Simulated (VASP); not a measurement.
Consider the following.

```
ZnTe
1.0
    0.00000     3.03240     3.03240
    3.03240     0.00000     3.03240
    3.03240     3.03240     0.00000
Zn Te
1 1
Direct
  0.00000   0.00000   0.00000
  0.25000   0.25000   0.25000
```

Method: PBEsol GGA, VASP's PBE PAW potentials (set 64) (plane waves; VASP). Settings: 480 eV cut-off, 8×8×8 Γ-centred mesh, Gaussian smearing of 0.050 eV, potentials Zn Te.

Energy and stress use the plane-wave basis of the starting cell.

Problem. The ions, cell shape and volume at an external pressure of 5.0 GPa are relaxed. Give the cell that the relaxation ends in.

Solution. 
```
ZnTe
1.0
    0.00000     2.95406     2.95406
    2.95406     0.00000     2.95406
    2.95406     2.95406     0.00000
Zn Te
1 1
Direct
  0.00000   0.00000   0.00000
  0.25000   0.25000   0.25000
```
Space group F-43m (216), at a tolerance of 0.03 Å.

Problem. How do energy and volume change from the first to the last step?

Solution. The energy (σ→0) changes by +31.5 meV/atom and the volume by -7.6 %, in 3 ionic steps.

| step | E(σ→0) (eV) | max force (eV/Å) | pressure (GPa) | volume (Å³) |
|---|---|---|---|---|
| 1 | -5.9156 | 0.000 | 0.15 | 55.77 |
| 2 | -5.7545 | 0.000 | 8.63 | 49.23 |
| 3 | -5.8525 | 0.000 | 4.97 | 51.56 |

The compound is ZnTe in the zinc blende structure. This run relaxes it under an external pressure of 5 GPa. Symmetry was kept, so distortions that lower it aren't found.
